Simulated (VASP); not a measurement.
## Te2Pt: relaxation of cell and atoms with PBE+D3(BJ)

Slab: Te2Pt, a slab with vacuum.

```
Te Pt
1.0
     3.97097    0.00000    0.00000
    -1.98549    3.43896    0.00000
     0.00000    0.00000   20.60050
Te Pt
2 1
Direct
  0.66667 0.33333 0.43168
  0.33333 0.66667 0.56832
  0.00000 0.00000 0.50000
```

- Program: VASP 6.6.1
- Task: relaxation of cell and atoms
- Functional: PBE
- Dispersion: D3(BJ)
- Potentials or basis: VASP PAW PBE potentials, release 64 (Te, Pt)
- Cutoff: 600 eV
- k mesh: 9 × 9 × 1
- Occupations: gaussian, width 0.03 eV
- Spin: no spin polarisation
- Further INCAR settings: ALGO = Normal; EDIFF = 1e-07; IBRION = 2; EDIFFG = -0.005; NSW = 90; ISIF = 3

```json
{
  "Band gap on the k mesh": "0.67 eV, indirect (least direct gap 1.16 eV)",
  "Dispersion energy per atom": "-0.346 eV"
}
```

Final structure:
```
Te Pt
1.0
     3.97097    0.00000    0.00000
    -1.98549    3.43896    0.00000
     0.00000    0.00000   20.60050
Te Pt
2 1
Direct
  0.66667 0.33333 0.43168
  0.33333 0.66667 0.56832
  0.00000 0.00000 0.50000
```

Levels at points of the mesh, in eV from the valence-band top:
```
           k point  band 7  band 8  band 9  band 10  band 11  band 12  band 13  band 14  band 15
(0.00, 0.00, 0.00)   -3.44   -2.05   -0.81     0.00     0.00     2.35     2.35     3.74     4.02
```

Run time: 38 s on 4 MPI ranks on Intel(R) Xeon(R) Platinum 8488C (Sapphire Rapids) (shared host), peak memory 0.48 GiB a rank.

Caveat: the relaxation stopped at its first step, so nothing moved; spin-orbit coupling is left out, which moves the levels of the heavy elements.
